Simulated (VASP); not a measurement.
# Cs (I4/mmm) in VASP: reference runs

Reference runs on Cs: the cell as given and a disturbed copy.

Program: VASP 6.6.1. These are calculated values, not measurements. Logs are shortened: lines on timing, memory, paths and dates and some standing lists are left out, and cuts for length are marked.

## (1) The structure

It takes space group I4/mmm (No. 139, tetragonal). The conventional cell has a = 5.500 Å, b = 5.500 Å, c = 8.194 Å, α = 90.00°, β = 90.00°, γ = 90.00°.

This isn't the form of Cs at room conditions, which is bcc.

## (2) Single point, PBE

The input, INCAR:

```
SYSTEM = Cs
  PREC = Accurate
  ENCUT = 520
  EDIFF = 1E-7
  ISMEAR = -1
  SIGMA = 0.05
  LREAL = .False.
  LASPH = .True.
  NELM = 100
  ALGO = Normal
  ISIF = 2
  LWAVE = .False.
  LCHARG = .True.
  GGA = PE
  LELF = .True.
  LVHAR = .True.
  NBANDS = 10
```

The input, KPOINTS:

```
Automatic mesh
0
Gamma
  7 7 7
  0 0 0
```

The input, POSCAR:

```
Cs
1.0
   -2.7500754600      2.7500754600      4.0972389800
    2.7500754600     -2.7500754600      4.0972389800
    2.7500754600      2.7500754600     -4.0972389800
Cs
1
Direct
    0.0000000000      0.0000000000      0.0000000000
```

Potentials or basis: VASP PAW PBE potentials, release 64 (Cs_sv).

Launch:

```console
> cat potpaw_PBE.64/Cs_sv/POTCAR > POTCAR
> mpirun -np 1 vasp_std > vasp.out
```

OUTCAR:

```text
SYSTEM = Cs
   PREC = Accurate
   ENCUT = 520
   EDIFF = 1E-7
   ISMEAR = -1
   LREAL = .False.
   LASPH = .True.
   NELM = 100
   ISIF = 2
   GGA = PE

 ion  position               nearest neighbor table
   1  0.000  0.000  0.000-

  LATTYP: Found a body centered tetragonal cell.
 ALAT       =     5.5001509200
 C/A-ratio  =     1.4898642018

  Lattice vectors:

 A1 = (  -2.7500754600,   2.7500754600,   4.0972389800)
 A2 = (   2.7500754600,  -2.7500754600,   4.0972389800)
 A3 = (   2.7500754600,   2.7500754600,  -4.0972389800)

Analysis of symmetry for initial positions (statically):
=====================================================================
 Subroutine PRICEL returns:
 Original cell was already a primitive cell.

 Routine SETGRP: Setting up the symmetry group for a
 body centered tetragonal supercell.

 Subroutine GETGRP returns: Found 16 space group operations
 (whereof 16 operations were pure point group operations)
 out of a pool of 16 trial point group operations.

The static configuration has the point symmetry D_4h.

Analysis of symmetry for dynamics (positions and initial velocities):
=====================================================================
 Subroutine PRICEL returns:
 Original cell was already a primitive cell.

 Routine SETGRP: Setting up the symmetry group for a
 body centered tetragonal supercell.

 Subroutine GETGRP returns: Found 16 space group operations
 (whereof 16 operations were pure point group operations)
 out of a pool of 16 trial point group operations.

The dynamic configuration has the point symmetry D_4h.

 Subroutine INISYM returns: Found 16 space group operations
 (whereof 16 operations are pure point group operations),
 and found     1 'primitive' translations

----------------------------------------------------------------------------------------

                                     Primitive cell

  volume of cell :     123.9483

  direct lattice vectors                    reciprocal lattice vectors
    -2.750075460  2.750075460  4.097238980     0.000000000  0.181813193  0.122033399
     2.750075460 -2.750075460  4.097238980     0.181813193  0.000000000  0.122033399
     2.750075460  2.750075460 -4.097238980     0.181813193  0.181813193  0.000000000

  length of vectors
     5.649176695  5.649176695  5.649176695     0.218970746  0.218970746  0.257122683

  position of ions in fractional coordinates (direct lattice)
     0.000000000  0.000000000  0.000000000

  ion indices of the primitive-cell ions
   primitive index   ion index
                 1           1

----------------------------------------------------------------------------------------

 KPOINTS: Automatic mesh

Automatic generation of k-mesh.
 Grid dimensions read from file:
 generate k-points for:    7    7    7

 Generating k-lattice:

  Cartesian coordinates                     Fractional coordinates (reciprocal lattice)
     0.000000000  0.025973313  0.017433343     0.142857143  0.000000000  0.000000000
     0.025973313  0.000000000  0.017433343     0.000000000  0.142857143  0.000000000
     0.025973313  0.025973313  0.000000000     0.000000000  0.000000000  0.142857143

  Length of vectors
     0.031281535  0.031281535  0.036731812

  Shift w.r.t. Gamma in fractional coordinates (k-lattice)
     0.000000000  0.000000000  0.000000000

 Subroutine IBZKPT returns following result:
 ===========================================

 Found     40 irreducible k-points:

 Following reciprocal coordinates:
            Coordinates               Weight
  0.000000  0.000000  0.000000      1.000000
  0.142857 -0.000000  0.000000      8.000000
  0.285714 -0.000000  0.000000      8.000000
  0.428571 -0.000000  0.000000      8.000000
  0.142857  0.142857  0.000000      8.000000
  0.285714  0.142857  0.000000     16.000000
[... 16 lines left out ...]
 -0.142857  0.285714  0.142857      8.000000
 -0.428571  0.428571  0.142857      8.000000
 [... further k-points ...]
   k-points           NKPTS =     40   k-points in BZ     NKDIM =     40   number of bands    NBANDS=     10
   number of dos      NEDOS =    301   number of ions     NIONS =      1
   total plane-waves  NPLWV =  74088
   dimension x,y,z NGX =    42 NGY =   42 NGZ =   42
   dimension x,y,z NGXF=    84 NGYF=   84 NGZF=   84
   ions per type =               1
   NGX,Y,Z   is equivalent  to a cutoff of  12.36, 12.36, 12.36 a.u.
   NGXF,Y,Z  is equivalent  to a cutoff of  24.72, 24.72, 24.72 a.u.
 SYSTEM =  Cs
   PREC   = accura    normal or accurate (medium, high low for compatibility)
   ISTART =      0    job   : 0-new  1-cont  2-samecut
   ICHARG =      2    charge: 1-file 2-atom 10-const
   ISPIN  =      1    spin polarized calculation?
   LNONCOLLINEAR =      F non collinear calculations
   LSORBIT =      F    spin-orbit coupling
   LASPH  =      T    aspherical Exc in radial PAW
   ENCUT  =  520.0 eV  38.22 Ry    6.18 a.u.  10.50 10.50 10.50*2*pi/ulx,y,z
   NELM   =    100;   NELMIN=  2; NELMDL= -5     # of ELM steps
   EDIFF  = 0.1E-06   stopping-criterion for ELM
   LREAL  =      F    real-space projection
   EDIFFG = 0.1E-05   stopping-criterion for IOM
   NSW    =      0    number of steps for IOM
   IBRION =     -1    ionic relax: 0-MD 1-quasi-New 2-CG
   NFREE  =      0    steps in history (QN), initial steepest desc. (CG)
   ISIF   =      2    stress and relaxation
   ISYM   =      2    0-nonsym 1-usesym 2-fastsym
   POTIM  = 0.5000    time-step for ionic-motion
   TEBEG  =    0.0;   TEEND  =   0.0 temperature during run
   PSTRESS=    0.0 pullay stress
   NELECT =       9.0000    total number of electrons
   NUPDOWN=      -1.0000    fix difference up-down
   EMIN   =  10.00;   EMAX   =-10.00  energy-range for DOS
   EFERMI =   0.00;   METHOD = LEGACY
   ISMEAR =    -1;   SIGMA  =   0.05  broadening in eV -4-tet -1-fermi 0-gaus
   EFERMI_NEDOS =   21; number of points for ismear=-14 and -15
   IALGO  =     38    algorithm
   IMIX   =      4    mixing-type and parameters
     AMIX     =   0.40;   BMIX     =  1.00
     AMIX_MAG =   1.60;   BMIX_MAG =  1.00
  volume/ion in A,a.u.               =     123.95       836.44
  Fermi-wavevector in a.u.,A,eV,Ry     =   0.682981  1.290648  6.346621  0.466463
  Thomas-Fermi vector in A             =   1.762213
   LORBIT       =      0    0 simple, 1 ext, 2 COOP (PROOUT), +10 PAW based schemes
   GGA     = PE    functional components
   LHFCALC =     F    Hartree Fock is set to
   AEXX    =    0.0000 exact exchange contribution
   IVDW    =     0    specifies the selected vdW correction
   LEPSILON=     F    determine dielectric tensor
   LRPA    =     F    only Hartree local field effects (RPA)
 non-spin polarized calculation
  energy-cutoff  :      520.00
  volume of cell :      123.95
 maximum number of plane-waves:      3360
 NGX is ok and might be reduce to    42
   NGX = 21   NGY = 21   NGZ = 21

 number of electron       9.0000001 magnetization

 Free energy of the ion-electron system (eV)
  ---------------------------------------------------
  ext. energy  EPLUGINS =         0.00000000
  ---------------------------------------------------
  free energy    TOTEN  =        -0.85886130 eV

  energy without entropy =       -0.85195303  energy(sigma->0) =       -0.85540717

 E-fermi :   0.3085     XC(G=0):  -5.2222

 val. band max:        0.2075124778   @ k =  -0.4286   0.2857   0.0000
 cond. band min:       0.3519088261   @ k =  -0.4286  -0.4286   0.4286
 fundamental gap:      0.1443963482
 Fermi energy:         0.3084891215

 k-point     1 :       0.0000    0.0000    0.0000
  band No.  band energies     occupation
      1     -23.6260      2.00000
      2     -10.3807      2.00000
      3     -10.3794      2.00000
      4     -10.3794      2.00000
      5      -1.3293      2.00000
      6       2.5775      0.00000
      7       2.7391      0.00000
      8       2.7391      0.00000
      9       3.5196      0.00000
     10       3.8402      0.00000

 k-point     2 :       0.1429   -0.0000    0.0000
  band No.  band energies     occupation
      1     -23.6252      2.00000
      2     -10.4000      2.00000
      3     -10.3838      2.00000
      4     -10.3814      2.00000
      5      -1.1333      2.00000
      6       2.3301      0.00000
      7       2.6980      0.00000
      8       2.8263      0.00000
      9       3.4245      0.00000
     10       3.6717      0.00000

 k-point     3 :       0.2857   -0.0000    0.0000
  band No.  band energies     occupation
      1     -23.6234      2.00000
      2     -10.4446      2.00000
      3     -10.3915      2.00000
      4     -10.3859      2.00000
      5      -0.5972      2.00000
      6       1.7254      0.00000
      7       2.6171      0.00000
      8       2.8296      0.00000
      9       3.6649      0.00000
     10       3.7372      0.00000

 k-point     4 :       0.4286   -0.0000    0.0000
  band No.  band energies     occupation
      1     -23.6220      2.00000
      2     -10.4795      2.00000
      3     -10.3976      2.00000
      4     -10.3894      2.00000
      5       0.0868      1.97653
      6       1.1325      0.00000
      7       2.4594      0.00000
      8       2.6827      0.00000
      9       4.2381      0.00000
     10       4.2743      0.00000

 k-point     5 :       0.1429    0.1429    0.0000
  band No.  band energies     occupation
      1     -23.6241      2.00000
      2     -10.4192      2.00000
      3     -10.3954      2.00000
      4     -10.3854      2.00000
      5      -0.8298      2.00000
      6       2.0477      0.00000
      7       2.5705      0.00000
      8       2.9409      0.00000
      9       3.1267      0.00000
     10       3.8410      0.00000

 k-point     6 :       0.2857    0.1429    0.0000
  band No.  band energies     occupation
      1     -23.6224      2.00000
      2     -10.4540      2.00000
      3     -10.4062      2.00000
      4     -10.3924      2.00000
      5      -0.2252      1.99995
      6       1.5748      0.00000
      7       2.2705      0.00000
      8       2.7797      0.00000
      9       3.5066      0.00000
     10       4.3242      0.00000
[... 183 lines left out ...]
 k-point    21 :       0.4286    0.2857    0.1429
  band No.  band energies     occupation
      1     -23.6203      2.00000
      2     -10.4675      2.00000
      3     -10.4351      2.00000
      4     -10.4130      2.00000
      5       0.6758      0.00129
      6       1.4197      0.00000
      7       1.6247      0.00000
      8       2.8260      0.00000
      9       3.9406      0.00000
     10       4.2669      0.00000

 k-point    22 :      -0.2857    0.2857    0.1429
  band No.  band energies     occupation
      1     -23.6220      2.00000
      2     -10.4560      2.00000
      3     -10.4113      2.00000
      4     -10.3970      2.00000
      5      -0.1136      1.99957
      6       1.5914      0.00000
      7       2.0339      0.00000
      8       3.0465      0.00000
      9       3.3629      0.00000
     10       4.3500      0.00000

 k-point    23 :      -0.1429    0.2857    0.1429
  band No.  band energies     occupation
      1     -23.6224      2.00000
      2     -10.4606      2.00000
      3     -10.4071      2.00000
      4     -10.3870      2.00000
      5      -0.1849      1.99990
      6       1.5083      0.00000
      7       2.2062      0.00000
      8       2.8991      0.00000
      9       3.5701      0.00000
     10       4.3129      0.00000

 k-point    24 :      -0.4286    0.4286    0.1429
  band No.  band energies     occupation
      1     -23.6204      2.00000
      2     -10.4666      2.00000
      3     -10.4246      2.00000
      4     -10.4208      2.00000
      5       0.7029      0.00075
      6       1.3532      0.00000
      7       1.6310      0.00000
      8       2.9153      0.00000
      9       3.9200      0.00000
     10       4.2112      0.00000

 [... further k-points ...]

------------------------ aborting loop because EDIFF is reached ----------------------------------------

  FORCE on cell =-STRESS in cart. coord.  units (eV):
  Direction    XX          YY          ZZ          XY          YZ          ZX
  --------------------------------------------------------------------------------------
  -------------------------------------------------------------------------------------
  Total       -0.0714594     -0.0714594     -0.1204591      0.0000000      0.0000000      0.0000000
  in kB       -0.9236973     -0.9236973     -1.5570757      0.0000000      0.0000000      0.0000000
  external PRESSURE =      -1.1348234 kB  Pullay stress =       0.0000000 kB

 VOLUME and BASIS-vectors are now :
 -----------------------------------------------------------------------------
  energy-cutoff  :      520.00
  volume of cell :      123.95
      direct lattice vectors                 reciprocal lattice vectors
    -2.750075460  2.750075460  4.097238980     0.000000000  0.181813193  0.122033399
     2.750075460 -2.750075460  4.097238980     0.181813193  0.000000000  0.122033399
     2.750075460  2.750075460 -4.097238980     0.181813193  0.181813193  0.000000000

 POSITION                                       TOTAL-FORCE (eV/Angst)
 -----------------------------------------------------------------------------------
      0.00000      0.00000      0.00000         0.000000      0.000000      0.000000
 -----------------------------------------------------------------------------------
    total drift:                                0.000000      0.000000     -0.000000

  FREE ENERGIE OF THE ION-ELECTRON SYSTEM (eV)
  ---------------------------------------------------
  free  energy   TOTEN  =        -0.8588613044 eV

  energy  without entropy=       -0.8519530258  energy(sigma->0) =       -0.85540717
```

Wall time 89 s (1 thread of AMD EPYC 7R43 (Zen 3), shared host); peak memory 0.21 GiB.

Results:

```yaml
Free_energy: -0.8589 eV
Pressure: -0.1 GPa
Band_gap_on_the_k_mesh: none (metal or under the smearing width)
```

Spin-orbit coupling is left out, which matters for the levels of Cs.

(Part 1 of 2 ends here.)
